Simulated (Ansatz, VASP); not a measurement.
## Hf: VASP beside Ansatz

```
CELL_PARAMETERS angstrom
-1.76749 1.76749 1.76749
1.76749 -1.76749 1.76749
1.76749 1.76749 -1.76749
ATOMIC_POSITIONS crystal
Hf 0.00000 0.00000 0.00000
```

Alike in both runs: task electric field gradients; functional r2SCAN; k mesh 14 × 14 × 14; occupations fermi-dirac, width 0.05 eV; no spin polarisation.

|  | VASP | Ansatz |
| --- | --- | --- |
| version | VASP 6.6.1 | Ansatz 0.2.0 |
| potentials or method | VASP PAW PBE potentials, release 64 (Hf_pv) | PAW with Ansatz's default frozen-core files, scalar-relativistic |
| plane-wave cutoff (eV) | 520 | 500 |
| valence electrons in the cell | 10 | 26 |

|  | VASP | Ansatz | Ansatz less VASP |
| --- | --- | --- | --- |
| pressure (GPa) | 0.0 | 0.4 | +0.42 |
| Vzz of the field gradient on the site that differs most (V/Å²) | 0.0 | 0.0 | 0.00 |

With one functional, cell and mesh, what is left measures potentials, basis and numerics. The two sets of potentials don't hold the same shells in valence. Ansatz warned: «gradients_without_spin_orbit».

Caveats: the PAW data sets were made with another functional, which shifts forces and pressure a little (VASP). Spin-orbit coupling is left out, which matters for the levels of Hf.
